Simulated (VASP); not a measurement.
These are LDA (Ceperley-Alder, Perdew-Zunger) with spin-orbit coupling, VASP's LDA PAW potentials (set 64) (plane waves; VASP 6.6.1) values and carry that method's errors.

A VASP calculation is set up with these files.

### KPOINTS
```
Automatic mesh
0
Gamma
3 3 4
0.5 0.5 0.5
```

**POSCAR**
```
CuInS2
1.0
 -2.7600000000   2.7600000000   5.5650000000
  2.7600000000  -2.7600000000   5.5650000000
  2.7600000000   2.7600000000  -5.5650000000
In Cu S
2 2 4
Cartesian
  0.0053323200  -0.0141477600   5.5722456300
  2.7539832000   0.0086332800   2.7815650800
  0.0129444000   0.0082579200   0.0179415600
 -0.0344696400   2.7698835600   2.7601231350
  1.5038467200   1.4163381600   6.9580196700
  4.1740860000   1.2645657600  -1.4115622500
  1.2608480400   1.3447962000   1.4007717150
 -1.3965765600   1.4816728800   4.1809065900
```

### INCAR
```
SYSTEM  =  CuInS2
PREC  =  Accurate; ENCUT  =  300; LREAL  =  .False.
LASPH  =  .True.
EDIFF  =  1E-6; NELM  =  100; ALGO  =  Normal
LMAXMIX  =  4
ISMEAR  =  0; SIGMA  =  0.02
GGA_COMPAT  =  .False.
MAGMOM  =  0.0 0.0 0.0 0.0 0.0 0.0 0.0 0.0 0.0 0.0 0.0 0.0 0.0 0.0 0.0 0.0 0.0 0.0 0.0 0.0 0.0 0.0 0.0 0.0
LSORBIT  =  .True.; LNONCOLLINEAR  =  .True.
ISIF  =  2
LWAVE  =  .False.; LCHARG  =  .False.; LORBIT  =  11
```

POTCAR, in this order: In_d Cu S (LDA.64 set). Program: vasp_ncl.

Output of the run:

### OSZICAR
```
       N       E                     dE             d eps       ncg     rms          rms(c)
DAV:   1     0.677677262760E+03    0.67768E+03   -0.22046E+04  6192   0.137E+03
DAV:   2     0.850373270710E+02   -0.59264E+03   -0.57255E+03  6204   0.418E+02
DAV:   3    -0.301028061481E+02   -0.11514E+03   -0.11097E+03  7938   0.208E+02
DAV:   4    -0.406863393091E+02   -0.10584E+02   -0.10390E+02  8856   0.673E+01
DAV:   5    -0.411023847676E+02   -0.41605E+00   -0.41291E+00  9736   0.147E+01    0.175E+01
DAV:   6    -0.404248262522E+02    0.67756E+00   -0.32457E+01  8618   0.926E+01    0.116E+01
DAV:   7    -0.384964977185E+02    0.19283E+01   -0.10465E+01  9016   0.786E+01    0.697E+00
DAV:   8    -0.387725136962E+02   -0.27602E+00   -0.38900E+00  9768   0.178E+01    0.380E+00
DAV:   9    -0.386290331464E+02    0.14348E+00   -0.96909E-01  8648   0.189E+01    0.110E+00
DAV:  10    -0.386338209358E+02   -0.47878E-02   -0.17705E-01  9072   0.980E+00    0.814E-01
DAV:  11    -0.386329554595E+02    0.86548E-03   -0.36600E-02  9208   0.455E+00    0.403E-01
DAV:  12    -0.386324862264E+02    0.46923E-03   -0.82951E-03  9568   0.106E+00    0.218E-01
DAV:  13    -0.386320694667E+02    0.41676E-03   -0.18033E-03  9288   0.711E-01    0.911E-02
DAV:  14    -0.386320904684E+02   -0.21002E-04   -0.62490E-04  9696   0.251E-01    0.417E-02
DAV:  15    -0.386320831186E+02    0.73498E-05   -0.15489E-04  8544   0.224E-01    0.194E-02
DAV:  16    -0.386320813706E+02    0.17480E-05   -0.34299E-05  8344   0.951E-02    0.740E-03
DAV:  17    -0.386320817541E+02   -0.38345E-06   -0.46786E-06  5952   0.231E-02
   1 F= -.38632082E+02 E0= -.38632082E+02  d E =-.133600E-14  mag=     0.0000    -0.0000     0.0000
```

File OUTCAR:
```
------------------------ aborting loop because EDIFF is reached ----------------------------------------
  FORCE on cell =-STRESS in cart. coord.  units (eV):
  Direction    XX          YY          ZZ          XY          YZ          ZX
  --------------------------------------------------------------------------------------
  Total       -3.8980252     -3.8582973     -4.2385860      0.0167783     -0.2656791      0.1083061
  in kB      -36.8308630    -36.4554910    -40.0486849      0.1585315     -2.5102941      1.0233406
  external PRESSURE =     -37.7783463 kB  Pullay stress =       0.0000000 kB
  volume of cell :      169.57
      direct lattice vectors                 reciprocal lattice vectors
    -2.760000000  2.760000000  5.565000000     0.000000000  0.181159420  0.089847260
     2.760000000 -2.760000000  5.565000000     0.181159420  0.000000000  0.089847260
     2.760000000  2.760000000 -5.565000000     0.181159420  0.181159420  0.000000000
 POSITION                                       TOTAL-FORCE (eV/Angst)
 -----------------------------------------------------------------------------------
      2.76533      2.74585      0.00725         0.065551      0.005845     -0.003651
      2.75398      0.00863      2.78157         0.138836     -0.045960      0.033119
      0.01294      0.00826      0.01794        -0.027707     -0.025499     -0.095509
     -0.03447      2.76988      2.76012         0.070476     -0.032616      0.075377
      1.50385      1.41634      6.95802         0.424032     -0.274129     -0.119007
      4.17409      1.26457     -1.41156        -0.314918     -0.621232      0.216258
      1.26085      1.34480      1.40077        -0.557584      0.379136     -0.143986
     -1.39658      1.48167      4.18091         0.201313      0.614454      0.037399
 -----------------------------------------------------------------------------------
    total drift:                               -0.001362     -0.001103     -0.000998
  FREE ENERGIE OF THE ION-ELECTRON SYSTEM (eV)
  ---------------------------------------------------
  free  energy   TOTEN  =       -38.6320817541 eV

  energy  without entropy=      -38.6320817541  energy(sigma->0) =      -38.63208175

 total charge

# of ion       s       p       d       tot
------------------------------------------
    1        0.823   0.701   9.923  11.447
    2        0.823   0.754   9.935  11.511
    3        0.370   0.363   9.275  10.008
    4        0.359   0.338   9.278   9.975
    5        1.327   2.368   0.000   3.695
    6        1.328   2.366   0.000   3.694
    7        1.328   2.370   0.000   3.698
    8        1.328   2.368   0.000   3.695
--------------------------------------------------
tot          7.685  11.628  38.411  57.724

 magnetization (x)

# of ion       s       p       d       tot
------------------------------------------
    1        0.000   0.000   0.000   0.000
    2        0.000   0.000  -0.000   0.000
    3        0.000   0.000  -0.000  -0.000
    4        0.000   0.000   0.000   0.000
    5       -0.000  -0.000   0.000  -0.000
    6       -0.000   0.000   0.000   0.000
    7       -0.000  -0.000   0.000  -0.000
    8        0.000   0.000   0.000   0.000
--------------------------------------------------
tot          0.000  -0.000  -0.000  -0.000

 magnetization (y)

# of ion       s       p       d       tot
------------------------------------------
    1       -0.000  -0.000   0.000  -0.000
    2       -0.000  -0.000  -0.000  -0.000
    3       -0.000  -0.000   0.000   0.000
    4       -0.000  -0.000   0.000   0.000
    5       -0.000   0.000   0.000   0.000
    6       -0.000  -0.000   0.000  -0.000
    7        0.000   0.000   0.000   0.000
    8       -0.000   0.000   0.000   0.000
--------------------------------------------------
tot         -0.000   0.000   0.000   0.000

 magnetization (z)

# of ion       s       p       d       tot
------------------------------------------
    1       -0.000   0.000  -0.000  -0.000
    2        0.000   0.000   0.000   0.000
    3        0.000  -0.000  -0.000  -0.000
    4        0.000   0.000  -0.000  -0.000
    5       -0.000  -0.000   0.000  -0.000
    6       -0.000  -0.000   0.000  -0.000
    7        0.000  -0.000   0.000   0.000
    8        0.000   0.000   0.000   0.000
--------------------------------------------------
tot         -0.000  -0.000  -0.000  -0.000

 Ion:    1  E_soc:     -0.0698755

 Ion:    2  E_soc:     -0.0713956

 Ion:    3  E_soc:     -0.0108267

 Ion:    4  E_soc:     -0.0106765

 Ion:    5  E_soc:     -0.0021812

 Ion:    6  E_soc:     -0.0022007

 Ion:    7  E_soc:     -0.0021919

 Ion:    8  E_soc:     -0.0021933
```
(Selected blocks of OUTCAR.)

File OUTCAR:
```
 val. band max:        4.9124705018   @ k =   0.1667   0.1667  -0.1250

 cond. band min:       5.9407838674   @ k =   0.1667   0.1667  -0.1250


 Fermi energy:         5.0149431530

 k-point     1 :       0.1667    0.1667    0.1250
  band No.  band energies     occupation
      1     -10.4354      1.00000
      2     -10.4273      1.00000
      3     -10.4059      1.00000
      4     -10.3514      1.00000
      5     -10.3289      1.00000
      6     -10.2592      1.00000
      7     -10.2314      1.00000
      8     -10.2254      1.00000
      9      -9.8067      1.00000
     10      -9.6943      1.00000
     11      -9.6434      1.00000
     12      -9.5197      1.00000
     13      -9.4523      1.00000
     14      -9.4470      1.00000
     15      -9.4183      1.00000
     16      -9.4079      1.00000
     17      -9.3795      1.00000
     18      -9.3389      1.00000
     19      -9.3279      1.00000
     20      -9.3160      1.00000
     21      -8.4221      1.00000
     22      -8.4192      1.00000
     23      -7.5735      1.00000
     24      -7.5646      1.00000
     25      -7.4671      1.00000
     26      -7.4421      1.00000
     27      -7.3135      1.00000
     28      -7.2852      1.00000
     29      -1.6482      1.00000
     30      -1.6428      1.00000
     31      -1.2604      1.00000
     32      -1.2521      1.00000
     33      -0.3780      1.00000
     34      -0.3683      1.00000
     35       0.2779      1.00000
     36       0.2826      1.00000
     37       0.6118      1.00000
     38       0.6459      1.00000
     39       1.0689      1.00000
     40       1.0804      1.00000
     41       1.1590      1.00000
     42       1.1755      1.00000
     43       1.4910      1.00000
     44       1.5019      1.00000
     45       1.5761      1.00000
     46       1.5889      1.00000
     47       1.6420      1.00000
     48       1.6592      1.00000
     49       1.8944      1.00000
     50       1.9173      1.00000
     51       1.9555      1.00000
...
```

At this cut-off the stress carries a Pulay error, which pulls relaxed volumes low.

The structure is a typed CuInS2 crystal. The cell was not relaxed at this level, atoms are displaced from their ideal sites. The k-mesh is coarse (spacing up to 0.42 per Å, 2π included), so the numbers may not be converged in it. The run is one of a series of settings (GGA removed, GGA_COMPAT = .FALSE., LNONCOLLINEAR = .TRUE., LSORBIT = .TRUE., MAGMOM = 0.0 0.0 0.0 0.0 0.0 0.0 0.0 0.0 0.0 0.0 0.0 0.0 0.0 0.0 0.0 0.0 0.0 0.0 0.0 0.0 0.0 0.0 0.0 0.0, POTCAR In_d Cu S (LDA.64 set), program vasp_ncl against the base run), some of them coarse on purpose.
